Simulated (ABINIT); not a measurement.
Runs of ABINIT 10.8.3 (patched build) on Ce. The structure is cubic, space group Fm-3m (No. 225). Conventional cell: a = 5.161 Å, b = 5.161 Å, c = 5.161 Å, α = 90.00°, β = 90.00°, γ = 90.00°. Ce (site symmetry m-3m) is surrounded by 12 Ce at 3.65 Å. 

```csv
task,cell,k mesh,cutoff (eV),smearing,bands in the sums,broadening (eV),scissor shift (eV),tensor components,gap on the mesh (eV),pressure (GPa),moment (μB)
optical spectrum,as given,"10 × 10 × 10, with 4 shifts",544,gaussian 0.1 eV,14,0.05,0,[11],-,3.0,0.00
single point,cell squeezed,7 × 7 × 7,653,fermi-dirac 0.05 eV,-,-,-,-,none,6.8,0.00
single point,as given,7 × 7 × 7,544,fermi-dirac 0.05 eV,-,-,-,-,none,(a),0.00
optical spectrum,volume scaled by 0.92,"10 × 10 × 10, with 4 shifts",653,gaussian 0.2 eV,12,0.15,0,[11],-,7.1,0.00
```

Alike in all rows: level PBE; potentials or basis PseudoDojo NC SR PBE v0.4 lanthanides 3+ (4f in core; v0.4.1 standard for the other elements); spin collinear, ferromagnetic start.

Q: Fill in the values left out.

A: (a) 2.7.

Caveats: the magnetic or orbital state may not be the lowest; spin-orbit coupling is left out, which moves the levels of the heavy elements; the 4f electrons are frozen in the core as for a trivalent ion, so they carry no moment and show no levels; the cutoff is short for stress, so the pressure is rough (some runs); the intraband (Drude) term is left out (some runs); spectra need much finer meshes, so this one isn't converged (some runs); independent-particle spectra lack excitons (some runs).

A k mesh can miss the band edges, and the runs leave out spin-orbit coupling on Ce.

A gap of «none» marks a metal or a gap under the smearing width.
